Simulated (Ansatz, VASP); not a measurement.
**Ag: VASP beside Ansatz**

Contents of INCAR:

```
PREC     = Accurate       # precision mode
ENCUT    = 520            # plane-wave cutoff, eV
EDIFF    = 1E-7           # SCF threshold, eV
ISMEAR   = -1             # smearing method
SIGMA    = 0.05           # smearing width, eV
LREAL    = False          # projectors in reciprocal space
LASPH    = True           # aspherical terms in the spheres
NELM     = 60             # most SCF steps
ALGO     = Normal         # electronic algorithm
ISIF     = 2              # what is computed and relaxed
LWAVE    = False          # write WAVECAR
LCHARG   = False          # write CHGCAR
GGA      = PE             # functional
NBANDS   = 12             # bands
```

KPOINTS

```
regular mesh
0
Gamma
  11 11 11
```

File POSCAR:

```
Ag
1.0
   -1.6218556592      1.6218556592      1.6218556592
    1.6218556592     -1.6218556592      1.6218556592
    1.6218556592      1.6218556592     -1.6218556592
Ag
1
Direct
    0.0000000000      0.0000000000      0.0000000000
```

The input input.yaml:

```yaml
crystal:
  lattice:
    - [-1.6218556592, 1.6218556592, 1.6218556592]
    - [1.6218556592, -1.6218556592, 1.6218556592]
    - [1.6218556592, 1.6218556592, -1.6218556592]
  atoms:
    - { symbol: Ag, position: [0.0, 0.0, 0.0] }
hamiltonian:
  xc: pbe
  pseudopotentials: { kind: paw }
kpoints:
  mp_grid: { grid: [11, 11, 11] }
scf:
  occupations: { method: fermi_dirac, width: 0.05 }
output:
  forces: true
  stress: true
  eigenvalues: true
```

Change from the starting cell: volume scaled by 0.94.

Alike in both runs: task single point; functional PBE; k mesh 11 × 11 × 11; occupations fermi-dirac, width 0.05 eV; no spin polarisation.

|  | VASP | Ansatz |
| --- | --- | --- |
| version | VASP 6.6.1 | Ansatz 0.2.0 |
| potentials or method | VASP PAW PBE potentials, release 64 (Ag) | Ansatz PAW |
| plane-wave cutoff (eV) | 520 | 420 |
| valence electrons in the cell | 11 | 19 |

Ansatz gave:

```
gap on the k mesh at the Fermi level (eV) : none
pressure (GPa)                            : 5.5
```

Q: Which values does VASP return?

A: gap on the k mesh at the Fermi level (eV): none; pressure (GPa): 5.3.

A gap of «none» marks a metal or a gap that the smearing closes. The two sets of potentials don't hold the same shells in valence.
